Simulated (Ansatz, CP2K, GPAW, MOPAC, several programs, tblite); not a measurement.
Many methods on one cell: PbI2 (P-3m1)

PbI2 (started from an entry of an open crystallographic database), relaxed with r2SCAN+rVV10 in Ansatz, was computed with several methods. It is trigonal, P-3m1 (No. 164); a = 4.566 Å, c = 7.041 Å in the conventional setting, 42.37 Å³ an atom. Pb has 6 I at 3.24 Å; I has 3 Pb at 3.24 Å. Spin-unpolarised throughout; all numbers are computed.

```cif
data_structure
_symmetry_space_group_name_H-M 'P-3m1'
_symmetry_Int_Tables_number 164
_cell_length_a 4.5657
_cell_length_b 4.5657
_cell_length_c 7.0411
_cell_angle_alpha 90.000
_cell_angle_beta 90.000
_cell_angle_gamma 120.000
_cell_volume 127.11
loop_
_atom_site_label
_atom_site_type_symbol
_atom_site_symmetry_multiplicity
_atom_site_Wyckoff_symbol
_atom_site_fract_x
_atom_site_fract_y
_atom_site_fract_z
_atom_site_occupancy
Pb1 Pb 1 a 0.00000 0.00000 0.00000 1
I1 I 2 d 0.33333 0.66667 0.26678 1
```

Gaps and times are for a single point on this cell; volume and bulk modulus come from each method's own relaxation or energy curve at fixed shape, which is too stiff where a cell has free coordinates or axes. Times are rough, from shared hosts (Intel Xeon 6975P-C), and each method has its own mesh and cell size. A double dagger marks a value from a curve with shape and coordinates held. A star marks a curve whose lowest point is an end point. PM6 (MOPAC), PM7 (MOPAC), GFN1-xTB (tblite), GFN2-xTB (tblite) treat a cluster of cells at its zone centre, which samples few k points: where these miss a band edge, the gap comes out too large for that reason alone. Gaps from k meshes are read at a limited set of points (mesh, symmetry points, PBE's band edges), so each method's own least gap may be somewhat smaller. xTB and the PM methods were fitted mostly to molecules, and can miss a solid's gap by electronvolts. Minimal bases can be far off for gaps. Curves at held shape can't give the bulk modulus of a layered or molecular crystal, so none is listed. GLLB-SC's gap includes the derivative discontinuity. d marks a direct gap, i an indirect one (no mark: not told apart), a dash a value that wasn't computed or didn't pass its checks.

| method | kind | gap (eV) | own volume (Å³/atom) | bulk modulus (GPa) | atoms computed | processor time |
| --- | --- | --- | --- | --- | --- | --- |
| light PBE (260 eV and a coarse mesh) | light plane-wave | 2.24 d | – | – | 3 | 1.3 s |
| GFN1-xTB (tblite) | tight binding | 3.00 | 39.35‡ | – | 54 | 2.9 s |
| GFN2-xTB (tblite) | tight binding | 4.68 | 38.33*‡ | – | 54 | 4.2 s |
| PBE | semilocal | 2.23 d | – | – | 3 | 4.3 s |
| PM7 (MOPAC) | semi-empirical | 6.64 | – | – | 54 | 7.5 s |
| PM6 (MOPAC) | semi-empirical | 4.90 | – | – | 54 | 7.8 s |
| r2SCAN | semilocal | 2.62 d | – | – | 3 | 9.1 s |
| PBE/single zeta (GPAW) | small basis | 2.08 d | – | – | 3 | 9.3 s |
| PBE/SZV (CP2K) | small basis | 2.37 d | 46.99*‡ | – | 3 | 10 s |
| PBE/DZVP (CP2K) | small basis | 2.21 d | 44.44‡ | – | 3 | 18 s |
| GLLB-SC (GPAW) | model potential | 3.72 | – | – | 3 | 49 s |

Against r2SCAN (2.62 eV) and with closed or daggered gaps left aside, the nearest gap at the points sampled is that of PBE/SZV (CP2K) (-0.25 eV) and the farthest that of PM7 (MOPAC) (+4.02 eV). r2SCAN is only a yardstick of convenience: semilocal gaps usually lie below measured ones, which GLLB-SC and hybrids aim to mend.

Spin-orbit coupling is left out; in compounds of Pb, Bi, Tl or Hg it can lower a gap by up to about 1 eV, split its edges or invert the bands.
